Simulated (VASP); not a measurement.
A run of VASP 6.6.1 is set up as follows.

INCAR

```
SYSTEM = CsI
PREC = Accurate
ENCUT = 520
EDIFF = 1E-6
ISMEAR = 0
SIGMA = 0.1
LREAL = .False.
LASPH = .True.
NELM = 60
ALGO = Normal
ISIF = 2
LWAVE = .False.
LCHARG = .False.
GGA = CA
NBANDS = 15
```

KPOINTS

```
regular mesh
0
Gamma
  4 4 4
  0 0 0
```

File POSCAR:

```
CsI
1.0
    4.5667000000      0.0000000000      0.0000000000
    0.0000000000      4.5667000000      0.0000000000
    0.0000000000      0.0000000000      4.5667000000
Cs I
1 1
Direct
    0.0000000000      0.0000000000      0.0000000000
    0.5000000000      0.5000000000      0.5000000000
```

Potentials or basis: VASP PAW LDA potentials, release 64 (Cs_sv, I).

Command:

```console
$ cat potpaw_LDA.64/Cs_sv/POTCAR potpaw_LDA.64/I/POTCAR > POTCAR
$ mpirun -np 1 vasp_std > vasp.out
```

(1) What does it give for the band gap on the k mesh?

(2) Predict the pressure.

## Answers

(1) 3.53 eV, indirect (least direct gap 3.63 eV).

(2) -1.3 GPa.

Caveat: spin-orbit coupling is left out, which moves the levels of the heavy elements.
